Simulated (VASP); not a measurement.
# MoS2 (P-3m1) in VASP: a series of runs

Runs on MoS2. Level: HSE06. Tasks: single point.

Program: VASP 6.6.1. These are calculated values, not measurements. Logs are shortened: lines on timing, memory, paths and dates and some standing lists are left out, and cuts for length are marked.

**1. The crystal as given**

It takes space group P-3m1 (No. 164, trigonal). Conventional cell: a = 3.227 Å, b = 3.227 Å, c = 6.312 Å, α = 90.00°, β = 90.00°, γ = 120.00°. Around Mo (site symmetry -3m) lie 6 S at 2.42 Å. S (site symmetry 3m) has 3 Mo at 2.42 Å as nearest neighbours.

Measurements of this composition are mostly on another form, of space group No. 194.

**2. Single point, HSE06**

POSCAR reads:

```
MoS2
1.0
    3.2274645616      0.0000000000      0.0000000000
   -1.6137322808      2.7950663001      0.0000000000
    0.0000000000      0.0000000000      6.3124734200
Mo S
1 2
Direct
    0.0000000000      0.0000000000      0.5000000000
    0.6666666667      0.3333333333      0.7446806800
    0.3333333333      0.6666666667      0.2553193200
```

INCAR.step1 reads:

```
SYSTEM = MoS2
  PREC = Accurate
  ENCUT = 400
  EDIFF = 1E-5
  ISMEAR = 0
  SIGMA = 0.01
  LREAL = .FALSE.
  LASPH = .TRUE.
  NELM = 100
  ALGO = Normal
  ISIF = 2
  LWAVE = .TRUE.
  LCHARG = .FALSE.
  NKRED = 1
  NBANDS = 21
  GGA = PE
```

INCAR.step2 reads:

```
SYSTEM = MoS2
  PREC = Accurate
  ENCUT = 400
  EDIFF = 1E-6
  ISMEAR = 0
  SIGMA = 0.01
  LREAL = .FALSE.
  LASPH = .TRUE.
  NELM = 100
  ALGO = Normal
  ISIF = 2
  LWAVE = .FALSE.
  LCHARG = .FALSE.
  GGA = PE
  LHFCALC = .TRUE.
  HFSCREEN = 0.2
  PRECFOCK = Fast
  NKRED = 1
  NBANDS = 21
  ISTART = 1
```

KPOINTS reads:

```
Automatic mesh
0
G
  6 6 3
  0 0 0
```

Potentials or basis: VASP PAW PBE potentials, release 64 (Mo_sv, S).

Started as:

```
cat potpaw_PBE.64/Mo_sv/POTCAR potpaw_PBE.64/S/POTCAR > POTCAR
cp INCAR.step1 INCAR
mpirun -np 1 vasp_std > vasp.out
cp INCAR.step2 INCAR
mpirun -np 1 vasp_std > vasp.out
```

OUTCAR:

```text
SYSTEM = MoS2
   PREC = Accurate
   ENCUT = 400
   EDIFF = 1E-6
   ISMEAR = 0
   LREAL = .FALSE.
   LASPH = .TRUE.
   NELM = 100
   ISIF = 2
   GGA = PE
   LHFCALC = .TRUE.
   HFSCREEN = 0.2
   PRECFOCK = Fast
   NKRED = 1
   ISTART = 1

 Found     17 irreducible k-points:

 Following reciprocal coordinates:
            Coordinates               Weight
  0.000000  0.000000  0.000000      1.000000
  0.166667  0.000000  0.000000      6.000000
  0.333333  0.000000  0.000000      6.000000
  0.500000  0.000000  0.000000      3.000000
  0.166667  0.166667  0.000000      6.000000
  0.333333  0.166667  0.000000     12.000000
   k-points           NKPTS =     17   k-points in BZ     NKDIM =    108   number of bands    NBANDS=     21
   number of dos      NEDOS =    301   number of ions     NIONS =      3
   total plane-waves  NPLWV =  24192
   dimension x,y,z NGX =    24 NGY =   24 NGZ =   42
   dimension x,y,z NGXF=    48 NGYF=   48 NGZF=   84
   ions per type =               1   2
   NGX,Y,Z   is equivalent  to a cutoff of  12.36, 12.36, 11.06 a.u.
   NGXF,Y,Z  is equivalent  to a cutoff of  24.72, 24.72, 22.12 a.u.
 SYSTEM =  MoS2
   PREC   = accura    normal or accurate (medium, high low for compatibility)
   ISTART =      1    job   : 0-new  1-cont  2-samecut
   ICHARG =      0    charge: 1-file 2-atom 10-const
   ISPIN  =      1    spin polarized calculation?
   LNONCOLLINEAR =      F non collinear calculations
   LSORBIT =      F    spin-orbit coupling
   LASPH  =      T    aspherical Exc in radial PAW
   ENCUT  =  400.0 eV  29.40 Ry    5.42 a.u.   5.26  5.26 10.29*2*pi/ulx,y,z
   NELM   =    100;   NELMIN=  2; NELMDL=  0     # of ELM steps
   EDIFF  = 0.1E-05   stopping-criterion for ELM
   LREAL  =      F    real-space projection
   EDIFFG = 0.1E-04   stopping-criterion for IOM
   NSW    =      0    number of steps for IOM
   IBRION =     -1    ionic relax: 0-MD 1-quasi-New 2-CG
   NFREE  =      0    steps in history (QN), initial steepest desc. (CG)
   ISIF   =      2    stress and relaxation
   ISYM   =      3    0-nonsym 1-usesym 2-fastsym
   POTIM  = 0.5000    time-step for ionic-motion
   TEBEG  =    0.0;   TEEND  =   0.0 temperature during run
   PSTRESS=    0.0 pullay stress
   NELECT =      26.0000    total number of electrons
   NUPDOWN=      -1.0000    fix difference up-down
   EMIN   =  10.00;   EMAX   =-10.00  energy-range for DOS
   EFERMI =   0.00;   METHOD = LEGACY
   ISMEAR =     0;   SIGMA  =   0.01  broadening in eV -4-tet -1-fermi 0-gaus
   EFERMI_NEDOS =   21; number of points for ismear=-14 and -15
   IALGO  =     38    algorithm
   IMIX   =      1    mixing-type and parameters
     AMIX     =   0.40;   BMIX     =  1.00
     AMIX_MAG =   1.60;   BMIX_MAG =  1.00
  volume/ion in A,a.u.               =      18.98       128.09
  Fermi-wavevector in a.u.,A,eV,Ry     =   1.260612  2.382212 21.621610  1.589144
  Thomas-Fermi vector in A             =   2.394113
   LORBIT       =      0    0 simple, 1 ext, 2 COOP (PROOUT), +10 PAW based schemes
   GGA     = PE    functional components
   LHFCALC =     T    Hartree Fock is set to
   PRECFOCK=fast      Normal, Fast or Accurate (Low or Medium for compatibility)
   ENCUT4O =  -1.0   cutoff for four orbital integrals eV
   NKREDX  =     1    reduce k-point grid by
   NKREDY  =     1    reduce k-point grid by
   NKREDZ  =     1    reduce k-point grid by
   AEXX    =    0.2500 exact exchange contribution
   HFSCREEN=    0.2000 screening length (either q_TF or 0.3 A-1)
   HFSCREENC=   0.2000 screening length for correlation (either q_TF or 0.3 A-1)
   ENCUTFOCK=  -1.0 apply spherical cutoff to Coloumb kernel
   IVDW    =     0    specifies the selected vdW correction
   LEPSILON=     F    determine dielectric tensor
   LRPA    =     F    only Hartree local field effects (RPA)
 non-spin polarized calculation
 Gauss-broadening in eV      SIGMA  =   0.01
  energy-cutoff  :      400.00
  volume of cell :       56.94
 maximum number of plane-waves:      1048
 NGX is ok and might be reduce to    24
  NGX = 12; NGY = 12; NGZ = 24

 number of electron      26.0000003 magnetization

 Free energy of the ion-electron system (eV)
  ---------------------------------------------------
  ext. energy  EPLUGINS =         0.00000000
  ---------------------------------------------------
  free energy    TOTEN  =       -25.20531615 eV

  energy without entropy =      -25.20531615  energy(sigma->0) =      -25.20531615

 E-fermi :   6.6358     XC(G=0):  -8.6155

 val. band max:        6.3843301108   @ k =   0.0000   0.0000   0.3333
 cond. band min:       7.0313839245   @ k =   0.1667   0.1667   0.3333
 fundamental gap:      0.6470538137
 Fermi energy:         6.6357549383

 k-point     1 :       0.0000    0.0000    0.0000
  band No.  band energies     occupation
      1     -59.3533      2.00000
      2     -31.9348      2.00000
      3     -31.9047      2.00000
      4     -31.9047      2.00000
      5      -9.9219      2.00000
      6      -8.3121      2.00000
[... 13 lines left out ...]
     20      17.1774      0.00000
     21      17.1774      0.00000

 k-point     2 :       0.1667    0.0000    0.0000
  band No.  band energies     occupation
      1     -59.3437      2.00000
      2     -32.0079      2.00000
      3     -31.9288      2.00000
      4     -31.9150      2.00000
      5      -9.4753      2.00000
      6      -8.2222      2.00000
[... 13 lines left out ...]
     20      16.5823      0.00000
     21      17.5514      0.00000

 k-point     3 :       0.3333    0.0000    0.0000
  band No.  band energies     occupation
      1     -59.3244      2.00000
      2     -32.2080      2.00000
      3     -31.9771      2.00000
      4     -31.8753      2.00000
      5      -8.4872      2.00000
      6      -7.9422      2.00000
[... 13 lines left out ...]
     20      15.4083      0.00000
     21      17.5041      0.00000

 k-point     4 :       0.5000    0.0000    0.0000
  band No.  band energies     occupation
      1     -59.3148      2.00000
      2     -32.3055      2.00000
      3     -32.0016      2.00000
      4     -31.8553      2.00000
      5      -8.1720      2.00000
      6      -7.4318      2.00000
[... 13 lines left out ...]
     20      15.9157      0.00000
     21      15.9686      0.00000

 k-point     5 :       0.1667    0.1667    0.0000
  band No.  band energies     occupation
      1     -59.3292      2.00000
      2     -32.1397      2.00000
      3     -31.9842      2.00000
      4     -31.8852      2.00000
      5      -8.7143      2.00000
      6      -8.0697      2.00000
[... 13 lines left out ...]
     20      16.6395      0.00000
     21      16.7693      0.00000

 k-point     6 :       0.3333    0.1667    0.0000
  band No.  band energies     occupation
      1     -59.3148      2.00000
      2     -32.2549      2.00000
      3     -32.0532      2.00000
      4     -31.8553      2.00000
      5      -8.0059      2.00000
      6      -7.6405      2.00000
[... 13 lines left out ...]
     20      16.0704      0.00000
     21      17.1017      0.00000

 [... further k-points ...]

------------------------ aborting loop because EDIFF is reached ----------------------------------------

  FORCE on cell =-STRESS in cart. coord.  units (eV):
  Direction    XX          YY          ZZ          XY          YZ          ZX
  --------------------------------------------------------------------------------------
  -------------------------------------------------------------------------------------
  Total       -1.6692245     -1.6692245     -0.5895435      0.0000000      0.0000000      0.0000000
  in kB      -46.9647675    -46.9647675    -16.5872087      0.0000000      0.0000000      0.0000000
  external PRESSURE =     -36.8389146 kB  Pullay stress =       0.0000000 kB

 VOLUME and BASIS-vectors are now :
 -----------------------------------------------------------------------------
  energy-cutoff  :      400.00
  volume of cell :       56.94
      direct lattice vectors                 reciprocal lattice vectors
     3.227464562  0.000000000  0.000000000     0.309840737  0.178886633  0.000000000
    -1.613732281  2.795066300  0.000000000     0.000000000  0.357773266  0.000000000
     0.000000000  0.000000000  6.312473420     0.000000000  0.000000000  0.158416509

 POSITION                                       TOTAL-FORCE (eV/Angst)
 -----------------------------------------------------------------------------------
      0.00000      0.00000      3.15624         0.000000      0.000000      0.000000
      1.61373      0.93169      4.70078         0.000000      0.000000     -0.263050
     -0.00000      1.86338      1.61170        -0.000000     -0.000000      0.263050
 -----------------------------------------------------------------------------------
    total drift:                                0.000000      0.000000     -0.000000

  FREE ENERGIE OF THE ION-ELECTRON SYSTEM (eV)
  ---------------------------------------------------
  free  energy   TOTEN  =       -25.2053161453 eV

  energy  without entropy=      -25.2053161453  energy(sigma->0) =      -25.20531615
```

Run time: 9 min. Hardware: 1 thread of AMD EPYC 9R45 (Zen 5), shared host; peak memory 0.24 GiB.

The run converged, but some of its settings lie outside the range that counts as converged, so its numbers aren't taken as properties of the crystal.

What came out:

```yaml
Free_energy: -25.2053 eV
Pressure: -3.7 GPa
Largest_force: 0.263 eV/Å
Band_gap_on_the_k_mesh: none (metal or under the smearing width)
```

Caveat: the k mesh is coarse (spacing up to 0.37 Å⁻¹), so the values aren't converged, least of all with exact exchange; the PAW data sets were made with another functional, which shifts forces and pressure a little; this functional lacks dispersion, which binds the layers, so the pressure and a relaxed spacing across them are unreliable.

(Continued in part 2 of 2.)
